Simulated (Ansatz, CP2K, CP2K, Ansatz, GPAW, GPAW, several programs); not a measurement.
**Al2O3: cheap methods against density-functional theory, part 1 of 2**

Aim: run Al2O3 through methods of unlike cost and see what each gets, and at what price.

Program: CP2K, Ansatz, GPAW (versions at each run). Level of theory: no spin polarisation, static lattice; gaps from single points on the cell relaxed beforehand with r²SCAN. These are calculated values, not measurements.

**1. The structure to begin with**

The structure is trigonal, space group P-3m1 (No. 164). The conventional cell has a = 2.864 Å, b = 2.864 Å, c = 6.833 Å, α = 90.00°, β = 90.00°, γ = 120.00°. Al (site symmetry 3m) has 6 O at 1.78 to 2.14 Å in its first shell of neighbours. O (site symmetry -3m) is surrounded by 6 Al at 2.14 Å. Around O (site symmetry 3m) lie 3 Al at 1.78 Å.

Coordinates:

```cif
data_structure
_symmetry_space_group_name_H-M 'P-3m1'
_symmetry_Int_Tables_number 164
_cell_length_a 2.8641
_cell_length_b 2.8641
_cell_length_c 6.8333
_cell_angle_alpha 90.000
_cell_angle_beta 90.000
_cell_angle_gamma 120.000
_cell_volume 48.55
loop_
_atom_site_label
_atom_site_type_symbol
_atom_site_symmetry_multiplicity
_atom_site_Wyckoff_symbol
_atom_site_fract_x
_atom_site_fract_y
_atom_site_fract_z
_atom_site_occupancy
Al1 Al 2 d 0.33333 0.66667 0.19934 1
O1 O 1 a 0.00000 0.00000 0.00000 1
O2 O 2 d 0.33333 0.66667 0.70321 1
```

The structure type (A-type La2O3) is imposed and need not be the compound's stable one.

**2. PBE/DZVP (small basis, CP2K 2026.2)**

A small atomic basis brings errors of its own in gap and pressure, and the grid adds noise to the pressure.

The input, run.inp:

```
&GLOBAL
 PROJECT run
 RUN_TYPE ENERGY_FORCE
 PRINT_LEVEL LOW
&END GLOBAL
&FORCE_EVAL
 METHOD QS
 STRESS_TENSOR ANALYTICAL
 &DFT
  BASIS_SET_FILE_NAME BASIS_MOLOPT
  POTENTIAL_FILE_NAME GTH_POTENTIALS
  &QS
   EXTRAPOLATION USE_GUESS
  &END QS
  &MGRID
   CUTOFF 500
   REL_CUTOFF 50
  &END MGRID
  &XC
   &XC_FUNCTIONAL PBE
   &END XC_FUNCTIONAL
  &END XC
  &KPOINTS
   SCHEME MONKHORST-PACK 9 9 5
   SYMMETRY F
   FULL_GRID F
  &END KPOINTS
  &SCF
   ADDED_MOS 11
   EPS_SCF 1e-6
   MAX_SCF 80
   &DIAGONALIZATION
   &END DIAGONALIZATION
   &MIXING
    METHOD BROYDEN_MIXING
    ALPHA 0.3
   &END MIXING
   &SMEAR
    METHOD FERMI_DIRAC
    ELECTRONIC_TEMPERATURE [K] 232
   &END SMEAR
   &PRINT
    &ITERATION_INFO
    &END ITERATION_INFO
   &END PRINT
  &END SCF
  &PRINT
   &BAND_STRUCTURE
    FILE_NAME bands.bs
    ADDED_MOS 6
    &KPOINT_SET
     UNITS B_VECTOR
     SPECIAL_POINT 0.00000000 0.00000000 0.00000000
     NPOINTS 0
    &END KPOINT_SET
    &KPOINT_SET
     UNITS B_VECTOR
     SPECIAL_POINT 0.50000000 0.00000000 0.00000000
     NPOINTS 0
    &END KPOINT_SET
    &KPOINT_SET
     UNITS B_VECTOR
     SPECIAL_POINT 0.33333333 0.33333333 0.00000000
     NPOINTS 0
    &END KPOINT_SET
    &KPOINT_SET
     UNITS B_VECTOR
     SPECIAL_POINT 0.00000000 0.00000000 0.50000000
     NPOINTS 0
    &END KPOINT_SET
    &KPOINT_SET
     UNITS B_VECTOR
     SPECIAL_POINT 0.50000000 0.00000000 0.50000000
     NPOINTS 0
    &END KPOINT_SET
    &KPOINT_SET
     UNITS B_VECTOR
     SPECIAL_POINT 0.33333333 0.33333333 0.50000000
     NPOINTS 0
    &END KPOINT_SET
    &KPOINT_SET
     UNITS B_VECTOR
     SPECIAL_POINT -0.07291700 0.13541700 0.00520800
     NPOINTS 0
    &END KPOINT_SET
    &KPOINT_SET
     UNITS B_VECTOR
     SPECIAL_POINT 0.25000000 0.00000000 0.00000000
     NPOINTS 0
    &END KPOINT_SET
    &KPOINT_SET
     UNITS B_VECTOR
     SPECIAL_POINT 0.00000000 0.25000000 0.00000000
     NPOINTS 0
    &END KPOINT_SET
    &KPOINT_SET
     UNITS B_VECTOR
     SPECIAL_POINT 0.00000000 0.00000000 0.25000000
     NPOINTS 0
    &END KPOINT_SET
    &KPOINT_SET
     UNITS B_VECTOR
     SPECIAL_POINT 0.25000000 0.25000000 0.00000000
     NPOINTS 0
    &END KPOINT_SET
    &KPOINT_SET
     UNITS B_VECTOR
     SPECIAL_POINT 0.25000000 0.00000000 0.25000000
     NPOINTS 0
    &END KPOINT_SET
    &KPOINT_SET
     UNITS B_VECTOR
     SPECIAL_POINT 0.00000000 0.25000000 0.25000000
     NPOINTS 0
    &END KPOINT_SET
    &KPOINT_SET
     UNITS B_VECTOR
     SPECIAL_POINT 0.25000000 0.25000000 0.25000000
     NPOINTS 0
    &END KPOINT_SET
   &END BAND_STRUCTURE
  &END PRINT
 &END DFT
 &SUBSYS
  &CELL
   A 2.86414202 0.00000000 0.00000000
   B -1.43207101 2.48041975 0.00000000
   C -0.00000000 -0.00000000 6.83328005
  &END CELL
  &COORD
   SCALED
   Al 0.33333333 0.66666667 0.19934084
   Al 0.66666667 0.33333333 0.80065916
   O -0.00000000 0.00000000 -0.00000000
   O 0.33333333 0.66666667 0.70320664
   O 0.66666667 0.33333333 0.29679336
  &END COORD
  &KIND Al
   BASIS_SET DZVP-MOLOPT-SR-GTH
   POTENTIAL GTH-PBE
  &END KIND
  &KIND O
   BASIS_SET DZVP-MOLOPT-SR-GTH
   POTENTIAL GTH-PBE
  &END KIND
 &END SUBSYS
 &PRINT
  &STRESS_TENSOR
  &END STRESS_TENSOR
  &FORCES
  &END FORCES
 &END PRINT
&END FORCE_EVAL
```

On the command line:

```sh
$ cp2k.psmp -i run.inp
```

Standard output, shortened:

```text
[...]
 CP2K| version string:                                       CP2K version 2026.2
[...]
                             - Atoms:                                          5
[...]
                             - Spherical basis functions:                     65
[...]
 Number of electrons:                                                         24
[...]
     1 NoMix/Diag. 0.30E+00    1.8     1.61289319       -52.8610134305 -5.29E+01
[...]
    12 Broy./Diag. 0.30E+00    2.2     0.00000088       -52.5452311701 -6.83E-06
  *** SCF run converged in    12 steps ***
[...]
  Overlap energy of the core charge distribution:               0.00000000153349
  Self energy of the core charge distribution:               -135.86241290795175
  Core Hamiltonian energy:                                     38.76700944405186
  Hartree energy:                                              57.08258210003522
  Exchange-correlation energy:                                -12.53240980776247
  Electronic entropic energy:                                  -0.00000000000002
  Fermi energy:                                                 0.34362450707986
  Total energy:                                               -52.54523117009366
  Total energy (extrapolated to T->0):                        -52.54523117009365
[...]
 ENERGY| Total FORCE_EVAL ( QS ) energy [hartree]            -52.545254010537597
 FORCES| Atomic forces [hartree/bohr]
 FORCES|   Atom     x               y               z               |f|
 FORCES|      1  4.16881416E-08 -1.48422538E-07 -2.40573896E-03   2.40573896E-03
 FORCES|      2 -4.16861379E-08  3.36993753E-07  2.40615678E-03   2.40615680E-03
 FORCES|      3 -1.78667950E-12 -1.37685329E-07 -2.70942612E-07   3.03919642E-07
 FORCES|      4  7.28629201E-06 -4.42041659E-06 -6.64731387E-03   6.64731933E-03
 FORCES|      5 -7.28628453E-06  4.36982371E-06  6.64716600E-03   6.64717143E-03
 FORCES| Sum     7.69354355E-12  2.93010276E-10 -9.84843446E-10
 FORCES| Total atomic force                                       1.02753629E-09
 STRESS| Analytical stress tensor [bar]
 STRESS|                        x                   y                   z
 STRESS|      x        5.92985965045E+04  -2.57269154939E+01   3.73911905267E-01
 STRESS|      y       -2.57269154939E+01   5.92639195941E+04   2.53263157435E-01
 STRESS|      z        3.73911905267E-01   2.53263157435E-01   4.94363200838E+04
 STRESS| 1/3 Trace                                             5.59996120608E+04
 STRESS| Determinant                                           1.73732408159E+14
[...]
```

Wall time 28 s (2 threads of Arm Neoverse V2, shared host); peak memory 0.31 GiB.

Gap 4.75 eV; pressure 5.6 GPa.

Further single points at scaled volumes (the reference cell, shape and fractional coordinates held; logs not shown):

```csv
volume (Å³/atom),"energy (meV/atom, from the lowest)"
8.54,152.7
9.13,45.6
9.71,0.0
10.29,0.4
10.87,35.2
```

A third-order Birch-Murnaghan fit gives V₀ = 9.99 Å³ an atom and B₀ = 187 GPa, with shape and fractional coordinates held. Such scaling stretches the stiff bonds within layers or molecular units too, so it hides the weak binding between them and B₀ can lie far above the relaxed modulus.

**3. PBE/SZV (small basis, CP2K 2026.2)**

The input, run.inp:

```
&GLOBAL
 PROJECT run
 RUN_TYPE ENERGY_FORCE
 PRINT_LEVEL LOW
&END GLOBAL
&FORCE_EVAL
 METHOD QS
 STRESS_TENSOR ANALYTICAL
 &DFT
  BASIS_SET_FILE_NAME BASIS_MOLOPT
  POTENTIAL_FILE_NAME GTH_POTENTIALS
  &QS
   EXTRAPOLATION USE_GUESS
  &END QS
  &MGRID
   CUTOFF 500
   REL_CUTOFF 50
  &END MGRID
  &XC
   &XC_FUNCTIONAL PBE
   &END XC_FUNCTIONAL
  &END XC
  &KPOINTS
   SCHEME MONKHORST-PACK 9 9 5
   SYMMETRY F
   FULL_GRID F
  &END KPOINTS
  &SCF
   ADDED_MOS 11
   EPS_SCF 1e-6
   MAX_SCF 80
   &DIAGONALIZATION
   &END DIAGONALIZATION
   &MIXING
    METHOD BROYDEN_MIXING
    ALPHA 0.3
   &END MIXING
   &SMEAR
    METHOD FERMI_DIRAC
    ELECTRONIC_TEMPERATURE [K] 232
   &END SMEAR
   &PRINT
    &ITERATION_INFO
    &END ITERATION_INFO
   &END PRINT
  &END SCF
  &PRINT
   &BAND_STRUCTURE
    FILE_NAME bands.bs
    ADDED_MOS 6
    &KPOINT_SET
     UNITS B_VECTOR
     SPECIAL_POINT 0.00000000 0.00000000 0.00000000
     NPOINTS 0
    &END KPOINT_SET
    &KPOINT_SET
     UNITS B_VECTOR
     SPECIAL_POINT 0.50000000 0.00000000 0.00000000
     NPOINTS 0
    &END KPOINT_SET
    &KPOINT_SET
     UNITS B_VECTOR
     SPECIAL_POINT 0.33333333 0.33333333 0.00000000
     NPOINTS 0
    &END KPOINT_SET
    &KPOINT_SET
     UNITS B_VECTOR
     SPECIAL_POINT 0.00000000 0.00000000 0.50000000
     NPOINTS 0
    &END KPOINT_SET
    &KPOINT_SET
     UNITS B_VECTOR
     SPECIAL_POINT 0.50000000 0.00000000 0.50000000
     NPOINTS 0
    &END KPOINT_SET
    &KPOINT_SET
     UNITS B_VECTOR
     SPECIAL_POINT 0.33333333 0.33333333 0.50000000
     NPOINTS 0
    &END KPOINT_SET
    &KPOINT_SET
     UNITS B_VECTOR
     SPECIAL_POINT -0.07291700 0.13541700 0.00520800
     NPOINTS 0
    &END KPOINT_SET
    &KPOINT_SET
     UNITS B_VECTOR
     SPECIAL_POINT 0.25000000 0.00000000 0.00000000
     NPOINTS 0
    &END KPOINT_SET
    &KPOINT_SET
     UNITS B_VECTOR
     SPECIAL_POINT 0.00000000 0.25000000 0.00000000
     NPOINTS 0
    &END KPOINT_SET
    &KPOINT_SET
     UNITS B_VECTOR
     SPECIAL_POINT 0.00000000 0.00000000 0.25000000
     NPOINTS 0
    &END KPOINT_SET
    &KPOINT_SET
     UNITS B_VECTOR
     SPECIAL_POINT 0.25000000 0.25000000 0.00000000
     NPOINTS 0
    &END KPOINT_SET
    &KPOINT_SET
     UNITS B_VECTOR
     SPECIAL_POINT 0.25000000 0.00000000 0.25000000
     NPOINTS 0
    &END KPOINT_SET
    &KPOINT_SET
     UNITS B_VECTOR
     SPECIAL_POINT 0.00000000 0.25000000 0.25000000
     NPOINTS 0
    &END KPOINT_SET
    &KPOINT_SET
     UNITS B_VECTOR
     SPECIAL_POINT 0.25000000 0.25000000 0.25000000
     NPOINTS 0
    &END KPOINT_SET
   &END BAND_STRUCTURE
  &END PRINT
 &END DFT
 &SUBSYS
  &CELL
   A 2.86414202 0.00000000 0.00000000
   B -1.43207101 2.48041975 0.00000000
   C -0.00000000 -0.00000000 6.83328005
  &END CELL
  &COORD
   SCALED
   Al 0.33333333 0.66666667 0.19934084
   Al 0.66666667 0.33333333 0.80065916
   O -0.00000000 0.00000000 -0.00000000
   O 0.33333333 0.66666667 0.70320664
   O 0.66666667 0.33333333 0.29679336
  &END COORD
  &KIND Al
   BASIS_SET SZV-MOLOPT-SR-GTH
   POTENTIAL GTH-PBE
  &END KIND
  &KIND O
   BASIS_SET SZV-MOLOPT-SR-GTH
   POTENTIAL GTH-PBE
  &END KIND
 &END SUBSYS
 &PRINT
  &STRESS_TENSOR
  &END STRESS_TENSOR
  &FORCES
  &END FORCES
 &END PRINT
&END FORCE_EVAL
```

On the command line:

```sh
$ cp2k.psmp -i run.inp
```

Standard output, shortened:

```text
[...]
 CP2K| version string:                                       CP2K version 2026.2
[...]
                             - Atoms:                                          5
[...]
                             - Spherical basis functions:                     20
[...]
 Number of electrons:                                                         24
[...]
     1 NoMix/Diag. 0.30E+00    0.5     1.86834002       -52.5431281802 -5.25E+01
[...]
    14 Broy./Diag. 0.30E+00    0.6     0.00000045       -52.2825274420 -8.87E-06
  *** SCF run converged in    14 steps ***
[...]
  Overlap energy of the core charge distribution:               0.00000000153349
  Self energy of the core charge distribution:               -135.86241290795175
  Core Hamiltonian energy:                                     40.67087106467617
  Hartree energy:                                              55.64339289036139
  Exchange-correlation energy:                                -12.73437849060707
  Electronic entropic energy:                                  -0.00000000000000
  Fermi energy:                                                 0.33152225995554
  Total energy:                                               -52.28252744198778
  Total energy (extrapolated to T->0):                        -52.28252744198778
[...]
 ENERGY| Total FORCE_EVAL ( QS ) energy [hartree]            -52.282527920943991
 FORCES| Atomic forces [hartree/bohr]
 FORCES|   Atom     x               y               z               |f|
 FORCES|      1  3.01785689E-08  2.19792919E-07  1.42236086E-02   1.42236087E-02
 FORCES|      2 -3.01784903E-08  7.67052941E-08 -1.42237613E-02   1.42237613E-02
 FORCES|      3  2.63680155E-14 -1.82105693E-07  6.84305461E-08   1.94538487E-07
 FORCES|      4  7.68629391E-06 -4.40433124E-06 -1.09170600E-02   1.09170636E-02
 FORCES|      5 -7.68629650E-06  4.28905963E-06  1.09171449E-02   1.09171485E-02
 FORCES| Sum    -2.48302261E-12 -8.79084767E-10  7.27049164E-10
 FORCES| Total atomic force                                       1.14078775E-09
[...]
```

It took 10 s on 2 threads of Arm Neoverse V2, shared host; peak memory 0.23 GiB.

Gap 4.25 eV; pressure 29.0 GPa.

Further single points at scaled volumes (the reference cell, shape and fractional coordinates held; logs not shown):

```csv
volume (Å³/atom),"energy (meV/atom, from the lowest)"
8.54,463.9
9.13,253.3
9.71,116.8
10.29,37.0
10.87,0.0
```

The lowest point lies at the end of the range, so no fit is made.

**4. coarse PBE (low cutoff and mesh, Ansatz 0.2.0)**

The input, input.yaml:

```yaml
crystal:
  lattice:
    - [2.8641420153, 0.0, 0.0]
    - [-1.4320710077, 2.4804197453, 0.0]
    - [0.0, 0.0, 6.833280047]
  atoms:
    - { symbol: Al, position: [0.3333333333, 0.6666666667, 0.1993408405] }
    - { symbol: Al, position: [0.6666666667, 0.3333333333, 0.8006591595] }
    - { symbol: O, position: [0.0, 0.0, 0.0] }
    - { symbol: O, position: [0.3333333333, 0.6666666667, 0.7032066442] }
    - { symbol: O, position: [0.6666666667, 0.3333333333, 0.2967933558] }
kpoints:
  mp_grid: { grid: [6, 6, 2] }
  band_path:
    path:
      - [0.0, 0.0, 0.0]
      - [0.5, 0.0, 0.0]
      - [0.3333333333, 0.3333333333, 0.0]
      - [0.0, 0.0, 0.5]
      - [0.5, 0.0, 0.5]
      - [0.3333333333, 0.3333333333, 0.5]
      - [-0.072917, 0.135417, 0.005208]
    npoints: 1
hamiltonian:
  xc: pbe
scf:
  occupations: { method: fermi_dirac, width: 0.02 }
  n_extra_bands: 5
output:
  forces: true
  stress: true
  eigenvalues: true
basis:
  ecutwfc: 260
```

On the command line:

```sh
$ ansatz run input.yaml --threads 2 --pin off --max-ram 3686MiB --backend cpu --events-out ev --progress --plain --runs-dir out
```

Standard output:

```text
Warning: basis.ecutwfc = 260 eV is below the records' recommended 420 eV, and the density's cutoff is lower with it unless basis.ecutrho_ratio is high enough to keep the records' density cutoff: compare with a run at a higher cutoff
Warning: RAYON_NUM_THREADS=2 ignored (pool sized by the plan → 2); use --threads N
scf.n_extra_bands = 5 over 12 filled bands (N_el = 24.0): the run solves 17 bands
Engine: ansatz 0.2.0, aarch64-unknown-linux-gnu
Pseudopotentials: kind: paw
Pseudopotential: Al, paw, valence charge 3, recommended cutoff 420 eV (normal), Al.paw.azcp
Pseudopotential: O, paw, valence charge 6, recommended cutoff 420 eV (normal), O.paw.azcp
Functional definition: PBE
  parameter kappa = 0.804
  parameter beta = 0.06672455060314922
  exchange = pbe_x(kappa = kappa, mu = beta*pi^2/3)
  correlation = pbe_c(beta = beta)
Crystal: 5 atoms, lattice volume = 48.545 Å³
Basis set: ecut = 260 eV, 473 PW (Γ), exchange–correlation on 32×32×72 points (8 copies of the dense FFT grid, shifted against one another)
Bands: 17, of which v1, the nominal top of the filled ones, is band 12 counted from 1 (11 counted from 0)
Symmetry: 12 space group operations
Space group: P-3m1 (ITA 164), of the structure as read, at distance tolerance 3.6e-5 Å
k-points: 14 of 72
Non-local potential: Al, projectors of the file, l = 0: 2, l = 1: 2, l = 2: 1
Non-local potential: O, projectors of the file, l = 0: 2, l = 1: 2, l = 2: 1
PAW form: soft (Blöchl's): semilocal exchange-correlation on the pseudo side does not see the compensation charge
PAW one-centre angular grid: Al, 110 points (default); XC on 64 Gauss nodes
PAW one-centre angular grid: O, 110 points (default); XC on 64 Gauss nodes
Initial density: superposition of atomic densities (neutral atoms: chi_scale 0, normalization atom), corrected by the library's trained network
Initial wavefunctions: pseudopotential atomic-orbital guess
Functional: x = pbe(κ = 0.804, μ = 0.2195149727645171), c = pbe(β = 0.06672455060314922)
SCF iter   1: F=—  HF=-2779.634414 eV  |F-HF|=—  |Δ(HF+E_count)|=         —  Δρ=4.67e-2  dr2=3.16e-1  ethr=1.77e-3  ⟨swp⟩=6.4  Hψ=1448  notcnv=0
preconditioner: auto → none  [insulator: Δε(μ)=4.626 eV  Ē_g=16.585 eV  σ=0.020 eV  W_gap=1.00  n_scr=4 (ndim 8)  ℏωp=26.1 eV  f_vac=0.033  D(μ)=0.00/eV (n_scr^D=0)  ε∞_Penn≈3.5]
SCF iter   2: F=—  HF=-2779.572409 eV  |F-HF|=—  |Δ(HF+E_count)|=   6.20e-2  Δρ=1.73e-2  dr2=6.55e-2  ethr=1.32e-3  ⟨swp⟩=2.1  Hψ=553  notcnv=0  defer=14
SCF iter   3: F=—  HF=-2779.570206 eV  |F-HF|=—  |Δ(HF+E_count)|=   2.20e-3  Δρ=9.37e-3  dr2=8.35e-3  ethr=2.73e-4  ⟨swp⟩=2.1  Hψ=402  notcnv=0  defer=14
SCF iter   4: F=—  HF=-2779.575238 eV  |F-HF|=—  |Δ(HF+E_count)|=   5.03e-3  Δρ=4.65e-3  dr2=6.37e-3  ethr=3.48e-5  ⟨swp⟩=2.3  Hψ=437  notcnv=0  defer=14
SCF iter   5: F=—  HF=-2779.574165 eV  |F-HF|=—  |Δ(HF+E_count)|=   1.07e-3  Δρ=6.75e-4  dr2=7.90e-5  ethr=2.66e-5  ⟨swp⟩=2.5  Hψ=423  notcnv=0  defer=14
SCF iter   6: F=—  HF=-2779.574399 eV  |F-HF|=—  |Δ(HF+E_count)|=   2.34e-4  Δρ=2.47e-4  dr2=9.96e-6  ethr=3.29e-7  ⟨swp⟩=2.1  Hψ=425  notcnv=0  defer=14
SCF iter   7: F=—  HF=-2779.574415 eV  |F-HF|=—  |Δ(HF+E_count)|=   1.56e-5  Δρ=2.35e-5  dr2=2.86e-7  ethr=4.15e-8  ⟨swp⟩=2.8  Hψ=394  notcnv=0  defer=14
SCF iter   8: F=-2779.574415 eV  HF=-2779.574415 eV  |F-HF|=1.01e-9  |Δ(HF+E_count)|=   8.27e-9  Δρ=2.54e-6  dr2=3.45e-9  ethr=4.17e-10  ⟨swp⟩=10.1  Hψ=1182  notcnv=0
SCF 1 converged in 8 iterations: F = -2779.574415 eV  dr2 = 3.45e-9
NSCF: frozen V_eff on 7 k-points
SCF converged after 8 iterations
Free energy (F): -2779.574415 eV
Harris-Foulkes:  -2779.574415 eV  (|F-HF|=1.01e-9)
Internal energy: -2779.574415 eV  (E = F + TS)
E sigma→0 (E₀):  -2779.574415 eV
Fermi energy:    8.473589 eV
--- Per-component energies (eV) ---
  E_band       = -10.848217
  E_kinetic    = 607.814276
  E_local      = -1197.255283  (includes V_loc(G=0)·N_el)
  E_nonlocal   = 145.525484
  E_hartree    = 449.051894
  E_xc         = -311.726035
  E_vxc        = -354.726650  (∫ρ·V_xc dr)
  E_paw        = -1404.820718  (= ΣΔE_a)
  E_vpaw       = -110.350993  (= ΣTr[D̂ρ^β])
  E_aug_tail   = 0.041084  (compensation charges beyond the density's cutoff)
  E_ewald      = -1068.205117
  E_smearing   = -0.000000  (= −TS)
  E_closure    = -0.000000  (closes the sum)
  Σ components = -2779.574415   (vs F -2779.574415, Δ=0.00e0)
--- Forces (eV/Å), atoms counted from 1 ---
  atom   1  Al    -0.00000000    -0.00000000    -0.67962828
  atom   2  Al     0.00000000     0.00000000     0.67962828
  atom   3  O      0.00000000     0.00000000     0.00000000
  atom   4  O     -0.00000000    -0.00000000    -0.66366450
  atom   5  O      0.00000000     0.00000000     0.66366450
  max |Σ_I F_I| component: 9.25e-18 eV/Å
--- Stress (GPa, compression-positive) ---
        6.873578       0.000000      -0.000000
        0.000000       6.873578       0.000000
       -0.000000       0.000000       4.509452
  P = ⅓ Tr σ = 6.0855 GPa (60.855 kbar)
--- Band table (eV; the first three rows and the last of 14) ---
  k-point 0: bands = ["-13.3781", "-12.0831", "-11.0384", "0.8509", "3.1243", "4.2094", "4.2094", "4.4580", "4.4580", "5.1641", "5.1641", "6.0424", "10.7978", "13.8542", "14.5533", "18.9963", "19.9732"]
  k-point 1: bands = ["-13.3357", "-12.2183", "-10.9357", "0.5420", "4.1712", "4.1899", "4.1899", "4.5473", "4.5473", "5.0035", "5.1515", "5.1515", "11.5290", "13.4668", "14.2705", "19.2720", "20.2658"]
  k-point 2: bands = ["-13.0354", "-11.8427", "-10.9234", "0.9432", "2.4323", "3.5450", "3.6478", "3.9042", "4.3781", "4.5708", "5.0975", "6.1135", "12.2795", "14.8113", "15.4732", "17.8441", "18.4647"]
  k-point 13: bands = ["-11.1545", "-10.9358", "-10.9358", "0.5590", "0.5670", "0.5670", "2.0434", "2.5957", "2.5957", "4.4067", "5.1965", "5.1965", "15.9198", "15.9198", "16.9081", "18.6820", "18.6820"]
```

Wall time 0.48 s (2 threads of Arm Neoverse V2, shared host); peak memory 0.22 GiB.

Gap 4.67 eV; pressure 6.1 GPa.

Further single points at scaled volumes (the reference cell, shape and fractional coordinates held; logs not shown):

```csv
volume (Å³/atom),"energy (meV/atom, from the lowest)"
8.93,103.0
9.32,24.2
9.71,11.5
10.10,0.0
10.49,7.0
10.87,38.6
```

No fit is made from these points.

(Continued in part 2 of 2.)
